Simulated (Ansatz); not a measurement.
## BaS: density of states with LDA

BaS:

```
CELL_PARAMETERS angstrom
0.00000 3.19375 3.19375
3.19375 0.00000 3.19375
3.19375 3.19375 0.00000
ATOMIC_POSITIONS crystal
Ba 0.00000 0.00000 0.00000
S 0.50000 0.50000 0.50000
```

```json
{
  "Program": "Ansatz 0.2.0",
  "Task": "density of states",
  "Functional": "LDA",
  "Potentials or basis": "all-electron LAPW, relativistic spinors",
  "Cutoff": "136 eV (chosen from the basis error)",
  "Basis error allowed": "0.001 eV/atom",
  "k mesh": "5 × 5 × 5",
  "Occupations": "tetrahedron",
  "Spin": "spin-orbit coupling, no magnetisation"
}
```

| Quantity | Value |
| --- | --- |
| Pressure | -2.5 GPa |
| Band gap on the k mesh | 2.07 eV, indirect (least direct gap 2.17 eV) |

Levels at points of the mesh, in eV from the valence-band top:
```tsv
k point	band 39	band 40	band 41	band 42	band 43	band 44	band 45	band 46
(0.00, 0.00, 0.00)	0.00	0.00	0.00	0.00	3.34	3.34	3.74	3.74
```

States per cell in windows of 1 eV (zero at the valence-band top; states under -8 eV left out):
| from (eV) | total |
| --- | --- |
| -8.0 | 0.00 |
| -7.0 | 0.00 |
| -6.0 | 0.00 |
| -5.0 | 0.00 |
| -4.0 | 0.00 |
| -3.0 | 0.00 |
| -2.0 | 1.67 |
| -1.0 | 4.33 |
| 0.0 | 0.00 |
| 1.0 | 0.00 |
| 2.0 | 0.25 |
| 3.0 | 1.23 |
| 4.0 | 1.23 |
| 5.0 | 2.91 |
| 6.0 | 3.10 |
| 7.0 | 1.28 |

Run time: 20 s on 1 thread of Arm Neoverse V1, with other jobs on the host, peak memory 0.31 GiB.

The gap isn't set beside the measured one, since this odd mesh misses points on the zone boundary.

Caveat: the program warned that the printed levels may be off, so bands, gaps and densities of states are rough; an odd mesh through Γ misses points on the zone boundary, where band edges often lie; with tetrahedron occupations forces and stress needn't match the slope of the energy.
